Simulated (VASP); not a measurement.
# MgO (Fm-3m) in VASP: further runs

The runs below take MgO through relaxation of cell and atoms, with PBE.

Everything below comes from runs of VASP 6.6.1. Logs are shortened: lines on timing, memory, paths and dates and some standing lists are left out, and cuts for length are marked.

## (1) The crystal as given

Symmetry: Fm-3m, No. 225, cubic system. The conventional cell has a = 4.217 Å, b = 4.217 Å, c = 4.217 Å, α = 90.00°, β = 90.00°, γ = 90.00°. Mg (site symmetry m-3m) is surrounded by 6 O at 2.11 Å. O (site symmetry m-3m) is surrounded by 6 Mg at 2.11 Å.

## (2) Relaxation of cell and atoms, PBE

INCAR reads:

```
  PREC = Accurate
  ENCUT = 520
  EDIFF = 1E-7
  ISMEAR = 0
  SIGMA = 0.02
  LREAL = F
  LASPH = T
  NELM = 60
  ALGO = Normal
  ISIF = 3
  LWAVE = F
  LCHARG = F
  GGA = PE
  IBRION = 2
  NSW = 80
  EDIFFG = -0.002
```

KPOINTS reads:

```
regular mesh
0
Gamma
  12 12 12
```

POSCAR reads:

```
MgO
1.0
    0.0000000000      2.1085000000      2.1085000000
    2.1085000000      0.0000000000      2.1085000000
    2.1085000000      2.1085000000      0.0000000000
Mg O
1 1
Direct
    0.0000000000      0.0000000000      0.0000000000
    0.5000000000      0.5000000000      0.5000000000
```

Potentials or basis: VASP PAW PBE potentials, release 64 (Mg, O).

Run with:

```console
cat potpaw_PBE.64/Mg/POTCAR potpaw_PBE.64/O/POTCAR > POTCAR
mpirun -np 1 vasp_std > vasp.out
```

OUTCAR:

```text
PREC = Accurate
   ENCUT = 520
   EDIFF = 1E-7
   ISMEAR = 0
   LREAL = F
   LASPH = T
   NELM = 60
   ISIF = 3
   GGA = PE
   IBRION = 2
   NSW = 80
   EDIFFG = -0.002

 ion  position               nearest neighbor table
   1  0.000  0.000  0.000-   2 2.11   2 2.11   2 2.11   2 2.11   2 2.11   2 2.11
   2  0.500  0.500  0.500-   1 2.11   1 2.11   1 2.11   1 2.11   1 2.11   1 2.11

  LATTYP: Found a face centered cubic cell.
 ALAT       =     4.2170000000

  Lattice vectors:

 A1 = (   0.0000000000,   2.1085000000,   2.1085000000)
 A2 = (   2.1085000000,   0.0000000000,   2.1085000000)
 A3 = (   2.1085000000,   2.1085000000,   0.0000000000)

Analysis of symmetry for initial positions (statically):
=====================================================================
 Subroutine PRICEL returns:
 Original cell was already a primitive cell.

 Routine SETGRP: Setting up the symmetry group for a
 face centered cubic supercell.

 Subroutine GETGRP returns: Found 48 space group operations
 (whereof 48 operations were pure point group operations)
 out of a pool of 48 trial point group operations.

The static configuration has the point symmetry O_h .

Analysis of symmetry for dynamics (positions and initial velocities):
=====================================================================
 Subroutine PRICEL returns:
 Original cell was already a primitive cell.

 Routine SETGRP: Setting up the symmetry group for a
 face centered cubic supercell.

 Subroutine GETGRP returns: Found 48 space group operations
 (whereof 48 operations were pure point group operations)
 out of a pool of 48 trial point group operations.

The dynamic configuration has the point symmetry O_h .

 Subroutine INISYM returns: Found 48 space group operations
 (whereof 48 operations are pure point group operations),
 and found     1 'primitive' translations

----------------------------------------------------------------------------------------

                                     Primitive cell

  volume of cell :      18.7478

  direct lattice vectors                    reciprocal lattice vectors
     0.000000000  2.108500000  2.108500000    -0.237135404  0.237135404  0.237135404
     2.108500000  0.000000000  2.108500000     0.237135404 -0.237135404  0.237135404
     2.108500000  2.108500000  0.000000000     0.237135404  0.237135404 -0.237135404

  length of vectors
     2.981869296  2.981869296  2.981869296     0.410730569  0.410730569  0.410730569

  position of ions in fractional coordinates (direct lattice)
     0.000000000  0.000000000  0.000000000
     0.500000000  0.500000000  0.500000000

  ion indices of the primitive-cell ions
   primitive index   ion index
                 1           1
                 2           2

----------------------------------------------------------------------------------------

 KPOINTS: regular mesh

Automatic generation of k-mesh.
 Grid dimensions read from file:
 generate k-points for:   12   12   12

 Generating k-lattice:

  Cartesian coordinates                     Fractional coordinates (reciprocal lattice)
    -0.019761284  0.019761284  0.019761284     0.083333333  0.000000000  0.000000000
     0.019761284 -0.019761284  0.019761284     0.000000000  0.083333333  0.000000000
     0.019761284  0.019761284 -0.019761284     0.000000000  0.000000000  0.083333333

  Length of vectors
     0.034227547  0.034227547  0.034227547

  Shift w.r.t. Gamma in fractional coordinates (k-lattice)
     0.000000000  0.000000000  0.000000000

 Subroutine IBZKPT returns following result:
 ===========================================

 Found     72 irreducible k-points:

 Following reciprocal coordinates:
            Coordinates               Weight
  0.000000  0.000000  0.000000      1.000000
  0.083333  0.000000  0.000000      8.000000
  0.166667  0.000000  0.000000      8.000000
  0.250000  0.000000  0.000000      8.000000
  0.333333  0.000000  0.000000      8.000000
  0.416667  0.000000  0.000000      8.000000
[... 16 lines left out ...]
  0.500000  0.166667  0.000000     24.000000
 -0.416667  0.166667  0.000000     24.000000
 [... further k-points ...]
   k-points           NKPTS =     72   k-points in BZ     NKDIM =     72   number of bands    NBANDS=      8
   number of dos      NEDOS =    301   number of ions     NIONS =      2
   total plane-waves  NPLWV =  13824
   dimension x,y,z NGX =    24 NGY =   24 NGZ =   24
   dimension x,y,z NGXF=    48 NGYF=   48 NGZF=   48
   ions per type =               1   1
   NGX,Y,Z   is equivalent  to a cutoff of  13.38, 13.38, 13.38 a.u.
   NGXF,Y,Z  is equivalent  to a cutoff of  26.76, 26.76, 26.76 a.u.
 SYSTEM =  unknown system
   PREC   = accura    normal or accurate (medium, high low for compatibility)
   ISTART =      0    job   : 0-new  1-cont  2-samecut
   ICHARG =      2    charge: 1-file 2-atom 10-const
   ISPIN  =      1    spin polarized calculation?
   LNONCOLLINEAR =      F non collinear calculations
   LSORBIT =      F    spin-orbit coupling
   LASPH  =      T    aspherical Exc in radial PAW
   ENCUT  =  520.0 eV  38.22 Ry    6.18 a.u.   5.54  5.54  5.54*2*pi/ulx,y,z
   NELM   =     60;   NELMIN=  2; NELMDL= -5     # of ELM steps
   EDIFF  = 0.1E-06   stopping-criterion for ELM
   LREAL  =      F    real-space projection
   EDIFFG = -.2E-02   stopping-criterion for IOM
   NSW    =     80    number of steps for IOM
   IBRION =      2    ionic relax: 0-MD 1-quasi-New 2-CG
   NFREE  =      1    steps in history (QN), initial steepest desc. (CG)
   ISIF   =      3    stress and relaxation
   ISYM   =      2    0-nonsym 1-usesym 2-fastsym
   POTIM  = 0.5000    time-step for ionic-motion
   TEBEG  =    0.0;   TEEND  =   0.0 temperature during run
   PSTRESS=    0.0 pullay stress
   NELECT =       8.0000    total number of electrons
   NUPDOWN=      -1.0000    fix difference up-down
   EMIN   =  10.00;   EMAX   =-10.00  energy-range for DOS
   EFERMI =   0.00;   METHOD = LEGACY
   ISMEAR =     0;   SIGMA  =   0.02  broadening in eV -4-tet -1-fermi 0-gaus
   EFERMI_NEDOS =   21; number of points for ismear=-14 and -15
   IALGO  =     38    algorithm
   IMIX   =      4    mixing-type and parameters
     AMIX     =   0.40;   BMIX     =  1.00
     AMIX_MAG =   1.60;   BMIX_MAG =  1.00
  volume/ion in A,a.u.               =       9.37        63.26
  Fermi-wavevector in a.u.,A,eV,Ry     =   1.232503  2.329092 20.668107  1.519063
  Thomas-Fermi vector in A             =   2.367270
   LORBIT       =      0    0 simple, 1 ext, 2 COOP (PROOUT), +10 PAW based schemes
   GGA     = PE    functional components
   LHFCALC =     F    Hartree Fock is set to
   AEXX    =    0.0000 exact exchange contribution
   IVDW    =     0    specifies the selected vdW correction
   LEPSILON=     F    determine dielectric tensor
   LRPA    =     F    only Hartree local field effects (RPA)
 conjugate gradient relaxation of ions
 non-spin polarized calculation
 Gauss-broadening in eV      SIGMA  =   0.02
  energy-cutoff  :      520.00
  volume of cell :       18.75
 maximum number of plane-waves:       532
 NGX is ok and might be reduce to    24
   NGX = 11   NGY = 11   NGZ = 11

--------------------------------------- Ionic step        1  -------------------------------------------

 number of electron       8.0000005 magnetization

 Free energy of the ion-electron system (eV)
  ---------------------------------------------------
  ext. energy  EPLUGINS =         0.00000000
  ---------------------------------------------------
  free energy    TOTEN  =       -11.90715032 eV

  energy without entropy =      -11.90715032  energy(sigma->0) =      -11.90715032

------------------------ aborting loop because EDIFF is reached ----------------------------------------

  FORCE on cell =-STRESS in cart. coord.  units (eV):
  Direction    XX          YY          ZZ          XY          YZ          ZX
  --------------------------------------------------------------------------------------
  -------------------------------------------------------------------------------------
  Total        0.3946966      0.3946966      0.3946966      0.0000000      0.0000000      0.0000000
  in kB       33.7305250     33.7305250     33.7305250      0.0000000      0.0000000      0.0000000
  external PRESSURE =      33.7305250 kB  Pullay stress =       0.0000000 kB
[... 57 lines left out ...]
  energy  without entropy=      -11.9108122911  energy(sigma->0) =      -11.91081229

--------------------------------------- Ionic step        3  -------------------------------------------

 number of electron       8.0000004 magnetization

 Free energy of the ion-electron system (eV)
  ---------------------------------------------------
  ext. energy  EPLUGINS =         0.00000000
  ---------------------------------------------------
  free energy    TOTEN  =       -11.91129282 eV

  energy without entropy =      -11.91129282  energy(sigma->0) =      -11.91129282

 E-fermi :   3.1128     XC(G=0): -10.9624

 val. band max:        3.0043852412   @ k =   0.0000   0.0000   0.0000
 cond. band min:       7.4945959991   @ k =   0.0000   0.0000   0.0000
 fundamental gap:      4.4902107579
 Fermi energy:         3.1127518465

 k-point     1 :       0.0000    0.0000    0.0000
  band No.  band energies     occupation
      1     -14.1345      2.00000
      2       3.0044      2.00000
      3       3.0044      2.00000
      4       3.0044      2.00000
      5       7.4946      0.00000
      6      18.6641      0.00000
      7      18.6642      0.00000
      8      18.6642      0.00000
[... 243 lines left out ...]
 k-point    24 :      -0.4167    0.1667    0.0000
  band No.  band energies     occupation
      1     -12.8285      2.00000
      2      -1.1100      2.00000
      3       1.4730      2.00000
      4       2.2518      2.00000
      5      11.8846      0.00000
      6      15.1088      0.00000
      7      16.9375      0.00000
      8      19.6665      0.00000

 [... further k-points ...]

------------------------ aborting loop because EDIFF is reached ----------------------------------------

  FORCE on cell =-STRESS in cart. coord.  units (eV):
  Direction    XX          YY          ZZ          XY          YZ          ZX
  --------------------------------------------------------------------------------------
  -------------------------------------------------------------------------------------
  Total        0.0005030      0.0005030      0.0005030      0.0000000      0.0000000      0.0000000
  in kB        0.0420909      0.0420909      0.0420909      0.0000000      0.0000000      0.0000000
  external PRESSURE =       0.0420909 kB  Pullay stress =       0.0000000 kB
[... 17 lines left out ...]
  FREE ENERGIE OF THE ION-ELECTRON SYSTEM (eV)
  ---------------------------------------------------
  free  energy   TOTEN  =       -11.9112928211 eV

  energy  without entropy=      -11.9112928211  energy(sigma->0) =      -11.91129282

 reached required accuracy - stopping structural energy minimisation
```

It took 16 s on 1 thread of Intel Xeon Platinum 8259CL at 2.50GHz (Skylake/Cascade Lake), shared host; peak memory 0.15 GiB.

What came out:

* Free energy: -11.9113 eV
* Relaxed volume: 9.57 Å³/atom
* Relaxed cell: a = 3.003 Å, b = 3.003 Å, c = 3.003 Å, α = 60.00°, β = 60.00°, γ = 60.00°
* Space group after relaxing (to 0.05 Å): Fm-3m (No. 225)
* Energy gained by relaxing: 2.1 meV/atom
* Ionic steps: 3
* Pressure after relaxing: 0.0 GPa
* Band gap on the k mesh: 4.49 eV, direct

The path:
```
step  energy change (eV)  largest force (eV/Å)  pressure (GPa)  volume (Å³)
   1              0.0000                0.0000            3.37        18.75
   2             -0.0037                0.0000           -1.09        19.29
   3             -0.0041                0.0000            0.00        19.15
```

Final structure:
```yaml
crystal:
  lattice:
    - [0.00000, 2.12341, 2.12341]
    - [2.12341, 0.00000, 2.12341]
    - [2.12341, 2.12341, 0.00000]
  atoms:
    - { symbol: Mg, position: [0.00000, 0.00000, 0.00000] }
    - { symbol: O, position: [0.50000, 0.50000, 0.50000] }
```

(Continued in part 2 of 2.)
